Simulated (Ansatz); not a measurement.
The following input was run with Ansatz 0.2.0.

```yaml
crystal:
  lattice:
    - [2.5518400432, 0.0223138855, 0.0207074866]
    - [-1.2565956299, 2.1399152225, -0.0060062986]
    - [0.0551925, 0.01338, 6.5812875]
  atoms:
    - { symbol: B, position: [-0.016481635, 0.0152917414, 0.4994424514] }
    - { symbol: B, position: [0.3528357149, 0.6623008837, -0.0047443946] }
    - { symbol: "N", position: [0.0047827737, 0.0063623581, -0.0034215247] }
    - { symbol: "N", position: [0.6588631464, 0.3160450168, 0.5087234679] }
basis:
  ecutwfc: 420
kpoints:
  mp_grid: { grid: [12, 12, 4] }
hamiltonian:
  xc: pbesol
scf:
  occupations: { method: gaussian, width: 0.02 }
output:
  forces: true
  stress: true
  eigenvalues: true
  populations: true
```

Command:
```bash
ansatz run input.yaml --threads 1 --pin off --max-ram 1331MiB --backend cpu --events-out ev --progress --plain --runs-dir out
```

Theory: DFT PBEsol, scalar-relativistic, plane waves, PAW (Ansatz 0.2.0).

Abridged output (iterations and final results):

```
SCF iter   1: F=—  HF=-1067.245813 eV  |F-HF|=—  |Δ(HF+E_count)|=         —  Δρ=8.86e-3  dr2=2.50e-2  ethr=1.77e-3  ⟨swp⟩=6.2  Hψ=21750  notcnv=0
SCF iter   2: F=—  HF=-1067.239460 eV  |F-HF|=—  |Δ(HF+E_count)|=   6.35e-3  Δρ=1.77e-3  dr2=9.80e-4  ethr=1.56e-4  ⟨swp⟩=3.0  Hψ=8951  notcnv=0
SCF iter   3: F=—  HF=-1067.239523 eV  |F-HF|=—  |Δ(HF+E_count)|=   6.34e-5  Δρ=5.20e-4  dr2=6.08e-5  ethr=6.13e-6  ⟨swp⟩=2.9  Hψ=6468  notcnv=0
SCF iter   4: F=—  HF=-1067.239586 eV  |F-HF|=—  |Δ(HF+E_count)|=   6.27e-5  Δρ=1.02e-4  dr2=1.42e-5  ethr=3.80e-7  ⟨swp⟩=2.8  Hψ=5890  notcnv=0
SCF iter   5: F=—  HF=-1067.239583 eV  |F-HF|=—  |Δ(HF+E_count)|=   3.17e-6  Δρ=4.35e-5  dr2=4.45e-7  ethr=8.87e-8  ⟨swp⟩=2.1  Hψ=4809  notcnv=0
SCF iter   6: F=-1067.239583 eV  HF=-1067.239583 eV  |F-HF|=1.33e-8  |Δ(HF+E_count)|=   5.03e-7  Δρ=7.42e-6  dr2=1.02e-8  ethr=6.25e-10  ⟨swp⟩=5.9  Hψ=16784  notcnv=0
SCF 1 converged in 6 iterations: F = -1067.239583 eV  dr2 = 1.02e-8
SCF converged after 6 iterations
Free energy (F): -1067.239583 eV
Harris-Foulkes:  -1067.239583 eV  (|F-HF|=1.33e-8)
Internal energy: -1067.239583 eV  (E = F + TS)
E sigma→0 (E₀):  -1067.239583 eV
Fermi energy:    6.660882 eV
--- Per-component energies (eV) ---
  E_band       = -38.586167
  E_kinetic    = 364.281043
  E_local      = -680.442327  (includes V_loc(G=0)·N_el)
  E_nonlocal   = 115.928049
  E_hartree    = 217.177352
  E_xc         = -182.087122
  E_vxc        = -226.892429  (∫ρ·V_xc dr)
  E_paw        = -397.737279  (= ΣΔE_a)
  E_vpaw       = -45.815766  (= ΣTr[D̂ρ^β])
  E_aug_tail   = 0.000194  (compensation charges beyond the density's cutoff)
  E_ewald      = -504.445112
  E_core_change = 0.085620  (= ΣΔE_core)
  E_smearing   =  0.000000  (= −TS)
--- Forces (eV/Å), atoms counted from 1 ---
  atom   1  B      3.23376880    -2.57618269     0.76966687
  atom   2  B     -1.63325519     1.22556611     0.07340895
  atom   3  N      1.63956554    -1.22646502    -0.03535484
  atom   4  N     -3.24006057     2.57708175    -0.80779128
--- Stress (GPa, compression-positive) ---
       -9.039094      -7.971447      -0.992082
       -7.971514       4.247288       0.580102
       -0.992088       0.580099       0.766333
  P = ⅓ Tr σ = -1.3418 GPa (-13.418 kbar)
--- Band table (eV; the first three rows and the last of 292) ---
  k-point 0: bands = ["-13.0314", "-12.6865", "-1.6031", "0.6708", "2.3892", "2.6255", "3.9635", "4.4871", "9.6908", "14.7707", "14.8394", "15.2106"]
  k-point 1: bands = ["-12.9905", "-12.7332", "-1.3303", "0.2556", "2.3902", "2.6257", "3.9635", "4.4871", "10.4024", "13.9183", "14.8133", "15.2193"]
  k-point 2: bands = ["-12.9233", "-12.8062", "-0.6784", "-0.5285", "2.3909", "2.6256", "3.9636", "4.4870", "11.8061", "12.4246", "14.8127", "15.2207"]
  k-point 291: bands = ["-9.8733", "-9.7705", "-4.2404", "-4.0976", "0.1619", "1.1262", "3.4919", "4.1051", "8.6661", "9.6485", "14.1938", "14.5332"]
--- Löwdin populations: 4 sites ---
  site symbol q [e]
     0      B      2.6242
     1      B      2.6189
     2      N      5.3199
     3      N      5.3270
  spilling = 0.006874 (of n_electrons = 16.000000)
```

Self-consistency was reached.

The cell holds layers, and where no dispersion correction was added their binding is poorly described.